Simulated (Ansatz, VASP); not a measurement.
**One calculation of B, two programs**

The input INCAR:

```
SYSTEM = B
  PREC = Accurate
  ENCUT = 520
  EDIFF = 1E-6
  ISMEAR = -1
  SIGMA = 0.1
  LREAL = .False.
  LASPH = .True.
  NELM = 80
  ALGO = Normal
  ISIF = 2
  LWAVE = .False.
  LCHARG = .False.
  GGA = PE
  NBANDS = 10
```

Contents of KPOINTS:

```
Automatic mesh
0
Gamma
  8 8 8
  0 0 0
```

The input POSCAR:

```
B
1.0
    0.0000000000      2.0411840000      2.0411840000
    2.0411840000      0.0000000000      2.0411840000
    2.0411840000      2.0411840000      0.0000000000
B
2
Direct
    0.0000000000      0.0000000000      0.0000000000
    0.2500000000      0.2500000000      0.2500000000
```

Input for Ansatz:

```yaml
crystal:
  lattice:
    - [0.0, 2.041184, 2.041184]
    - [2.041184, 0.0, 2.041184]
    - [2.041184, 2.041184, 0.0]
  atoms:
    - { symbol: B, position: [0.0, 0.0, 0.0] }
    - { symbol: B, position: [0.25, 0.25, 0.25] }
  symmetry: { tolerance: 0.0003 }
kpoints:
  mp_grid: { grid: [8, 8, 8], shift: [0, 0, 0] }
magnetization:
  spin_polarized: false
scf:
  occupations: { method: fermi_dirac }
hamiltonian:
  pseudopotentials: { kind: paw }
  xc: pbe
basis:
  ecutwfc: 420
output:
  forces: true
  stress: true
  eigenvalues: true
```

The cell was built by a generator and needn't be a form met in nature.

Alike in both runs: task single point; functional PBE; k mesh 8 × 8 × 8; no spin polarisation.

```csv
,VASP,Ansatz
version,VASP 6.6.1,Ansatz 0.2.0
potentials or method,"VASP PAW PBE potentials, release 64 (B)",PAW plane waves
plane-wave cutoff (eV),520,420
occupations,"fermi-dirac, width 0.1 eV",fermi-dirac
valence electrons in the cell,6,6
```

|  | VASP | Ansatz | Ansatz less VASP |
| --- | --- | --- | --- |
| gap on the k mesh at the Fermi level (eV) | none | none | - |
| pressure (GPa) | -3.9 | -3.9 | 0.00 |

A gap of «none» marks a metal or a gap that the smearing closes.
